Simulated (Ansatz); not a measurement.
Level of theory: DFT PBE, scalar-relativistic, plane waves, PAW in Ansatz. Settings: cutoff 420 eV, Γ-centred meshes spaced at most about 0.3 Å⁻¹, and about 0.25 Å⁻¹ or finer for metals (2π included), Gaussian smearing. No spin polarisation.

These are static total energies at zero pressure.

Task: Order these relaxed structures of NbP by energy, lowest first, with the energy over the lowest of them.
A.

```xyz
4
Lattice="-1.6736 1.6736 5.7135 1.6736 -1.6736 5.7135 1.6736 1.6736 -5.7135" Properties=species:S:1:pos:R:3 pbc="T T T"
Nb    0.0000    0.0000    5.7140
Nb    1.6736    0.0000    2.8572
P     0.0000    0.0000    0.9438
P     0.0000    1.6736    3.8005
```

B.

```xyz
4
Lattice="3.3145 0.0000 0.0000 -1.6572 2.8704 0.0000 0.0000 0.0000 6.7227" Properties=species:S:1:pos:R:3 pbc="T T T"
Nb    0.0000    0.0000    0.0000
Nb    0.0000    0.0000    3.3614
P     0.0000    1.9136    1.6807
P     1.6572    0.9568    5.0421
```

Result: A (0 meV/atom), B (59 meV/atom). Forms: A I4_1md; B P6_3/mmc. Counting P atoms around Nb (those within 1.25 times the shortest such distance or 1.15 times the sum of covalent radii): A has Nb 6; B has Nb 6. Origin: A, reached from a Materials Project cell; B, invented. Shaken at random and relaxed again, B came back.

Cells without such a test can be saddle points. Some types were kept out of the candidates beforehand, so the set may lack a known form.
